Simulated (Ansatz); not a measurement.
# SnO₂: random displacements

Computed with DFT r2SCAN, scalar-relativistic, plane waves, PAW in Ansatz 0.2.0. The runs took a 500 eV cutoff, a Γ-centred 6×6×8 mesh and Gaussian smearing (0.05 eV). No spin polarisation. Energies are free energies at this smearing, counted from the undisturbed cell; pressure is positive in compression.

Zero of the scan (as given, not relaxed at this level):

```
CELL_PARAMETERS angstrom
4.78800 0.00000 0.00000
0.00000 4.86658 0.00000
0.00000 0.00000 3.24090
ATOMIC_POSITIONS crystal
Sn 0.50000 0.50000 0.50000
Sn 0.00000 0.00000 0.00000
O 0.29185 0.32104 0.00000
O 0.79185 0.17896 0.50000
O 0.20814 0.82104 0.50000
O 0.70815 0.67896 0.00000
```

The atoms are displaced (Å, in the unstrained cell):

```csv
atom,ux,uy,uz
Sn1,0.119,-0.107,-0.009
Sn2,0.013,0.004,-0.007
O3,-0.040,-0.039,-0.021
O4,0.002,0.049,0.052
O5,-0.061,0.052,-0.045
O6,-0.033,0.040,0.030
```

Strain (Voigt, engineering shear): (-0.0251, 0.0189, -0.0235, 0.0853, -0.0651, -0.0021).

What are the energy change, the stress and the forces?

ΔE = 145.6 meV/atom; stress (xx, yy, zz, yz, xz, xy; compression positive) (6.93, 4.44, 8.01, -12.31, 9.98, -6.41) GPa; gap on the mesh 1.82 eV.
```csv
atom,Fx (eV/Å),Fy,Fz
Sn1,-3.14,2.57,0.66
Sn2,-0.14,-0.54,-0.99
O3,1.21,1.07,-0.07
O4,0.69,-1.12,-1.36
O5,1.52,-1.74,2.45
O6,-0.14,-0.25,-0.70
```

Cost: 1 run of about 1.4 core-minutes, on Arm Neoverse V2 (shared hosts).